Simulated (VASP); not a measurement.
# BN (F-43m) in VASP: a series of runs, part 2 of 2

VASP 6.6.1. The steps go on from the part before.

**5. Single point, PBE**

This run uses another cell than the first one, of 5.95 Å³/atom, 1.042 times its volume.

INCAR

```
  PREC = Accurate
  ENCUT = 520
  EDIFF = 1E-6
  ISMEAR = 0
  SIGMA = 0.05
  LREAL = False
  LASPH = True
  NELM = 60
  ALGO = Normal
  ISIF = 2
  LWAVE = False
  LCHARG = True
  GGA = PE
  LELF = True
  LVHAR = True
  NBANDS = 11
```

KPOINTS

```
Automatic mesh
0
Gamma
  16 16 16
```

POSCAR

```
BN
1.0
    0.0000000000      1.8123426903      1.8123426903
    1.8123426903      0.0000000000      1.8123426903
    1.8123426903      1.8123426903      0.0000000000
B N
1 1
Direct
    0.0000000000      0.0000000000      0.0000000000
    0.7500000000      0.7500000000      0.7500000000
```

Potentials or basis: VASP PAW PBE potentials, release 64 (B, N).

Launch:

```sh
> cat potpaw_PBE.64/B/POTCAR potpaw_PBE.64/N/POTCAR > POTCAR
> mpirun -np 1 vasp_std > vasp.out
```

OUTCAR:

```text
PREC = Accurate
   ENCUT = 520
   EDIFF = 1E-6
   ISMEAR = 0
   LREAL = False
   LASPH = True
   NELM = 60
   ISIF = 2
   GGA = PE

 ion  position               nearest neighbor table
   1  0.000  0.000  0.000-   2 1.57   2 1.57   2 1.57   2 1.57
   2  0.750  0.750  0.750-   1 1.57   1 1.57   1 1.57   1 1.57

  LATTYP: Found a face centered cubic cell.
 ALAT       =     3.6246853806

  Lattice vectors:

 A1 = (   0.0000000000,   1.8123426903,   1.8123426903)
 A2 = (   1.8123426903,   0.0000000000,   1.8123426903)
 A3 = (   1.8123426903,   1.8123426903,   0.0000000000)

Analysis of symmetry for initial positions (statically):
=====================================================================
 Subroutine PRICEL returns:
 Original cell was already a primitive cell.

 Routine SETGRP: Setting up the symmetry group for a
 face centered cubic supercell.

 Subroutine GETGRP returns: Found 24 space group operations
 (whereof 24 operations were pure point group operations)
 out of a pool of 48 trial point group operations.

The static configuration has the point symmetry T_d .

Analysis of symmetry for dynamics (positions and initial velocities):
=====================================================================
 Subroutine PRICEL returns:
 Original cell was already a primitive cell.

 Routine SETGRP: Setting up the symmetry group for a
 face centered cubic supercell.

 Subroutine GETGRP returns: Found 24 space group operations
 (whereof 24 operations were pure point group operations)
 out of a pool of 48 trial point group operations.

The dynamic configuration has the point symmetry T_d .

 Subroutine INISYM returns: Found 24 space group operations
 (whereof 24 operations are pure point group operations),
 and found     1 'primitive' translations

----------------------------------------------------------------------------------------

                                     Primitive cell
[... 112 lines left out ...]
  volume/ion in A,a.u.               =       5.95        40.17
  Fermi-wavevector in a.u.,A,eV,Ry     =   1.433908  2.709693 27.974817  2.056091
  Thomas-Fermi vector in A             =   2.553374
   LORBIT       =      0    0 simple, 1 ext, 2 COOP (PROOUT), +10 PAW based schemes
   GGA     = PE    functional components
   LHFCALC =     F    Hartree Fock is set to
   AEXX    =    0.0000 exact exchange contribution
   IVDW    =     0    specifies the selected vdW correction
   LEPSILON=     F    determine dielectric tensor
   LRPA    =     F    only Hartree local field effects (RPA)
 non-spin polarized calculation
 Gauss-broadening in eV      SIGMA  =   0.05
  energy-cutoff  :      520.00
  volume of cell :       11.91
 maximum number of plane-waves:       332
   NGX =  9   NGY =  9   NGZ =  9

 number of electron       7.9999999 magnetization

 Free energy of the ion-electron system (eV)
  ---------------------------------------------------
  ext. energy  EPLUGINS =         0.00000000
  ---------------------------------------------------
  free energy    TOTEN  =       -17.45100403 eV

  energy without entropy =      -17.45100403  energy(sigma->0) =      -17.45100403

 E-fermi :   7.5235     XC(G=0): -12.7825

 val. band max:        7.3043712121   @ k =   0.0000   0.0000   0.0000
 cond. band min:      11.7551695403   @ k =   0.5000   0.5000   0.0000
 fundamental gap:      4.4507983283
 Fermi energy:         7.5234545343

 k-point     1 :       0.0000    0.0000    0.0000
  band No.  band energies     occupation
      1     -12.8353      2.00000
      2       7.3044      2.00000
      3       7.3044      2.00000
      4       7.3044      2.00000
      5      16.0861      0.00000
      6      16.0861      0.00000
      7      16.0861      0.00000
      8      17.5234      0.00000
      9      31.9061      0.00000
     10      34.9752      0.00000
     11      34.9752      0.00000
[... 309 lines left out ...]
 k-point    24 :      -0.0625    0.0625    0.0000
  band No.  band energies     occupation
      1     -12.5837      2.00000
      2       6.1812      2.00000
      3       6.6759      2.00000
      4       7.2090      2.00000
      5      16.2943      0.00000
      6      16.2954      0.00000
      7      16.7691      0.00000
      8      18.3271      0.00000
      9      31.2934      0.00000
     10      31.5677      0.00000
     11      33.5167      0.00000

 [... further k-points ...]
[... 5 lines left out ...]
  --------------------------------------------------------------------------------------
  -------------------------------------------------------------------------------------
  Total        0.0182517      0.0182517      0.0182517      0.0000000      0.0000000     -0.0000000
  in kB        2.4561940      2.4561940      2.4561940      0.0000000      0.0000000     -0.0000000
  external PRESSURE =       2.4561940 kB  Pullay stress =       0.0000000 kB

 VOLUME and BASIS-vectors are now :
 -----------------------------------------------------------------------------
  energy-cutoff  :      520.00
  volume of cell :       11.91
      direct lattice vectors                 reciprocal lattice vectors
     0.000000000  1.812342690  1.812342690    -0.275886014  0.275886014  0.275886014
     1.812342690  0.000000000  1.812342690     0.275886014 -0.275886014  0.275886014
     1.812342690  1.812342690  0.000000000     0.275886014  0.275886014 -0.275886014

 POSITION                                       TOTAL-FORCE (eV/Angst)
 -----------------------------------------------------------------------------------
      0.00000      0.00000      0.00000         0.000000      0.000000      0.000000
      2.71851      2.71851      2.71851        -0.000000     -0.000000     -0.000000
 -----------------------------------------------------------------------------------
    total drift:                               -0.000000     -0.000000     -0.000000

  FREE ENERGIE OF THE ION-ELECTRON SYSTEM (eV)
  ---------------------------------------------------
  free  energy   TOTEN  =       -17.4510040338 eV

  energy  without entropy=      -17.4510040338  energy(sigma->0) =      -17.45100403
```

OSZICAR:

```text
N       E                     dE             d eps       ncg     rms          rms(c)
DAV:   1     0.102844370104E+02    0.10284E+02   -0.48916E+03  3262   0.717E+02
DAV:   2    -0.178765251205E+02   -0.28161E+02   -0.27387E+02  3922   0.165E+02
DAV:   3    -0.184031098742E+02   -0.52658E+00   -0.52533E+00  3763   0.190E+01
DAV:   4    -0.184037463700E+02   -0.63650E-03   -0.63648E-03  3409   0.742E-01
DAV:   5    -0.184037469291E+02   -0.55909E-06   -0.55907E-06  3736   0.219E-02    0.666E+00
DAV:   6    -0.175342600492E+02    0.86949E+00   -0.29480E+00  3343   0.988E+00    0.324E+00
DAV:   7    -0.174648133730E+02    0.69447E-01   -0.10049E-01  3586   0.262E+00    0.191E+00
DAV:   8    -0.174507391156E+02    0.14074E-01   -0.35213E-02  3558   0.136E+00    0.188E-01
DAV:   9    -0.174509102854E+02   -0.17117E-03   -0.97823E-04  3361   0.258E-01    0.828E-02
DAV:  10    -0.174509986643E+02   -0.88379E-04   -0.12336E-04  3502   0.948E-02    0.150E-02
DAV:  11    -0.174510040117E+02   -0.53474E-05   -0.94824E-06  3631   0.252E-02    0.106E-02
DAV:  12    -0.174510040338E+02   -0.22102E-07   -0.15971E-06  1970   0.870E-03
   1 F= -.17451004E+02 E0= -.17451004E+02  d E =-.948652E-13
```

It took 7.2 s on 1 thread of Intel Xeon 6975P-C (Granite Rapids), shared host; peak memory 0.13 GiB.

What came out:

```yaml
Free_energy: -17.4510 eV
Pressure: 0.2 GPa
Band_gap_on_the_k_mesh: 4.45 eV, indirect (least direct gap 8.78 eV)
```

**6. Single point, PBE (volume scaled by 0.980)**

INCAR

```
PREC = Accurate ; ENCUT = 520
EDIFF = 1E-6 ; ISMEAR = 0
SIGMA = 0.05 ; LREAL = False
LASPH = True ; NELM = 100
ALGO = Normal ; ISIF = 2
LWAVE = False ; LCHARG = False
GGA = PE ; NBANDS = 11
```

KPOINTS

```
regular mesh
0
Gamma
  16 16 16
```

POSCAR

```
BN
1.0
    0.0000000000      1.8001789500      1.8001789500
    1.8001789500      0.0000000000      1.8001789500
    1.8001789500      1.8001789500      0.0000000000
B N
1 1
Direct
    0.0000000000      0.0000000000      0.0000000000
    0.7500000000      0.7500000000      0.7500000000
```

Potentials or basis: VASP PAW PBE potentials, release 64 (B, N).

Launch:

```sh
> cat potpaw_PBE.64/B/POTCAR potpaw_PBE.64/N/POTCAR > POTCAR
> mpirun -np 1 vasp_std > vasp.out
```

Run time: 6.9 s. Hardware: 1 thread of Intel Xeon 6975P-C (Granite Rapids), shared host; peak memory 0.12 GiB.

Results (log left out):

| Quantity | Value |
| --- | --- |
| Free energy | -17.4445 eV |
| Pressure | 8.1 GPa |
| Band gap on the k mesh | 4.47 eV, indirect (least direct gap 8.88 eV) |

Levels at points of the mesh, in eV from the valence-band top:
```csv
k point,band 1,band 2,band 3,band 4,band 5,band 6,band 7,band 8
"(0.00, 0.00, 0.00)",-20.37,0.00,0.00,0.00,8.88,8.88,8.88,10.55
"(0.50, 0.00, 0.00)",-16.09,-10.80,-1.96,-1.96,10.30,10.77,10.77,15.38
"(0.50, 0.50, 0.00)",-14.71,-9.00,-4.96,-4.96,4.47,9.30,18.11,18.11
```

Caveat: the cell differs from its parent crystal (volume scaled by 0.980). A k mesh can miss the band edges.

**7. Summary**

| cell | gap on the mesh (eV) | pressure (GPa) |
| --- | --- | --- |
| a = 2.528 Å, angles 60.0°, 2 atoms | 4.49 | 16.7 |
| a = 2.565 Å, angles 60.0°, 2 atoms | 4.45 | -0.5 |
| a = 2.561 Å, angles 60.0°, 2 atoms | 4.45 | 1.3 |
| a = 2.563 Å, angles 60.0°, 2 atoms | 4.45 | 0.2 |
| a = 2.546 Å, angles 60.0°, 2 atoms | 4.47 | 8.1 |

Alike in all rows: task single point; level PBE; potentials or basis VASP PAW PBE potentials, release 64 (B, N); no spin polarisation; k mesh 16 × 16 × 16; cutoff (eV) 520; smearing gaussian 0.05 eV.

Total energies depend on the potentials used, so only differences within one code and one set of settings carry meaning.

**8. Comparison with measurements**

Step 3. Measured gap of BN: 6.4 eV (indirect; 300 K; a printed reference work, monograph). This calculation gives 4.45 eV (-1.95 eV). The value is that of PBE on a finite k mesh, which can miss the band edges, without temperature or zero-point motion. Semilocal functionals fall short of measured gaps as a rule.

Step 4. Against the measured gap of BN, 6.4 eV (indirect; 300 K; a printed reference work, monograph), the calculated 4.45 eV is off by -1.95 eV. The value is that of PBE on a finite k mesh, which can miss the band edges, without temperature or zero-point motion. Semilocal functionals fall short of measured gaps as a rule.

Step 5. Against the measured gap of BN, 6.4 eV (indirect; 300 K; a printed reference work, monograph), the calculated 4.45 eV is off by -1.95 eV. The value is that of PBE on a finite k mesh, which can miss the band edges, without temperature or zero-point motion. Semilocal functionals fall short of measured gaps as a rule.
